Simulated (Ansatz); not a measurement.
**WS$_{2}$: from supercell energies to defect levels (H interstitial)**

Computed with DFT PBE, scalar-relativistic, plane waves, PAW (Ansatz). Run with 420 eV cutoff, 3×2×3 k-mesh, shifted by half a step, Gaussian smearing of 0.01 eV, collinear spin in charge 0 alone.

Host crystal, relaxed:

```cif
data_structure
_symmetry_space_group_name_H-M 'P 1'
_symmetry_Int_Tables_number 1
_cell_length_a 7.6977
_cell_length_b 7.6977
_cell_length_c 7.6977
_cell_angle_alpha 23.900
_cell_angle_beta 23.900
_cell_angle_gamma 23.900
_cell_volume 65.78
loop_
_atom_site_label
_atom_site_type_symbol
_atom_site_fract_x
_atom_site_fract_y
_atom_site_fract_z
_atom_site_occupancy
W1 W 0.00068 0.00068 0.00068 1
S1 S 0.40407 0.40407 0.40407 1
S2 S 0.26395 0.26395 0.26395 1
```

The H interstitial was set at (0.812, 0.844, 0.844) of the host cell, in a supercell of 15 sites (329 Å³), relaxed at fixed cell in each charge q. In charges +1, 0, -1 some atom moved by up to 2.0 Å, so the relaxed defect can differ in kind from the start: near the site, 2 S at 2.81 Å, 1 S at 2.82 Å, 3 S at 2.87 Å became 1 S at 1.37 Å, 2 W at 3.40 Å, 1 W at 3.41 Å, 2 S at 3.42 Å, 1 S at 3.44 Å, 1 S at 3.45 Å (charge +1); 1 S at 1.43 Å, 1 S at 2.52 Å, 1 S at 2.55 Å, 2 W at 3.11 Å (charge 0); 1 S at 1.47 Å, 1 S at 2.41 Å, 1 S at 2.44 Å, 1 W at 3.10 Å, 1 W at 3.11 Å (charge -1). The host's Kohn–Sham gap is 1.64 eV and its static dielectric constant 8.8 (mean). For each charge: the supercell's free energy over the neutral one with q electrons exchanged at the valence band top, F(q) − F(0) + qE_v; the image-charge term; and the term that aligns the potential far from the defect with the host's.

Spin-orbit coupling is left out, which matters for the bands and energies of heavy elements.

```csv
q,F(q) − F(0) + qE_v (eV),image charge (eV),alignment (eV)
+1,-1.395,0.280,-0.150
0,0.000,0.000,0.000
-1,1.161,0.280,-0.547
```

Add the terms and find the levels between neighbouring charges, ε(q/q′) = [A(q′) − A(q)]/(q − q′), with and without the two corrections.

A(q): -1.266 eV for +1, 0.000 eV for 0, 0.894 eV for -1.
| level | corrected (eV over E_v) | uncorrected (eV) |
| --- | --- | --- |
| (+1/0) | 1.27 | 1.40 |
| (0/-1) | 0.89 | 1.16 |

As a check, a point charge in a simple cubic cell of this volume has q²αe²/(2εL) = 0.336 q² eV (e² = 14.40 eV Å, α = 2.837, L = 6.90 Å); the shape of the real cell and the anisotropy of ε can change it somewhat. The term grows as q², so it pushes donor levels down and acceptor levels up. The program doubts the alignment for q = +1, -1, so levels beside it are uncertain by about that term.

Which of these charges is lowest with the Fermi level at the valence band top, at mid-gap and at the conduction band bottom?

The line A(q) + qE_F that lies lowest gives the charge: +1 at E_F = 0.00 eV, +1 at E_F = 0.82 eV, -1 at E_F = 1.64 eV. The level (+1/0) lies above (0/-1), so charge 0 is never the lowest: a negative-U pattern, with a direct (+1/-1) level at 1.08 eV. Charges beyond those computed could lie lower near the band edges.

The neutral defect forms at 1.85 eV with atoms taken from and returned to the elements. What are the formation energies at those three Fermi levels, and what share of sites would hold the defect at 1200 K with E_F at mid-gap, if the host still stood at that temperature?

E_f = E_f(0) + A(q) + qE_F = 0.58, 1.40, 1.10 eV. In the dilute limit the share is exp(−E_f/k_BT) = exp(−1.396/0.1034) = 1.4×10⁻⁶, leaving out degeneracy and vibrational entropy. This is the H-rich limit; a poorer supply of H, or a competing compound of it, raises E_f. The small cell and the narrow Kohn–Sham gap leave errors of tenths of an eV or more, which change the share by orders of magnitude.

This form isn't the usual stable structure of the compound.